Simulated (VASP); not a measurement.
Mg: single point with HSE06+MBD

Mg:

```xyz
1
Lattice="0.0000 2.2443 2.2443 2.2443 0.0000 2.2443 2.2443 2.2443 0.0000" Properties=species:S:1:pos:R:3 pbc="T T T"
Mg    0.0000    0.0000    0.0000
```

This isn't the form of Mg at room conditions, which is hcp.

* Program: VASP 6.6.1
* Task: single point
* Functional: HSE06
* Dispersion: MBD
* Potentials or basis: VASP PAW PBE potentials, release 64 (Mg)
* Cutoff: 520 eV
* k mesh: 5 × 5 × 5
* Occupations: methfessel-paxton, width 0.1 eV
* Spin: no spin polarisation
* Grid for exact exchange (PRECFOCK): Normal
* Screening parameter: 0.2 1/A
* Further INCAR settings: ALGO = Normal; EDIFF = 1e-07; NBANDS = 7

* Pressure: -1.6 GPa
* Band gap on the k mesh: none (metal or under the smearing width)
* Dispersion energy per atom: -0.480 eV

Levels at points of the mesh, in eV from the Fermi level:
```
           k point  band 1  band 2  band 3  band 4  band 5  band 6
(0.00, 0.00, 0.00)   -8.13   13.28   13.28   13.28   15.37   15.37
```

It took 30 s on 1 thread of Intel(R) Xeon(R) Platinum 8488C (Sapphire Rapids), on a shared host, peak memory 0.23 GiB.

Caveat: the k mesh is coarse (spacing up to 0.48 Å⁻¹), so the values aren't converged, least of all with exact exchange; the PAW data sets were made with another functional, which shifts forces and pressure a little.
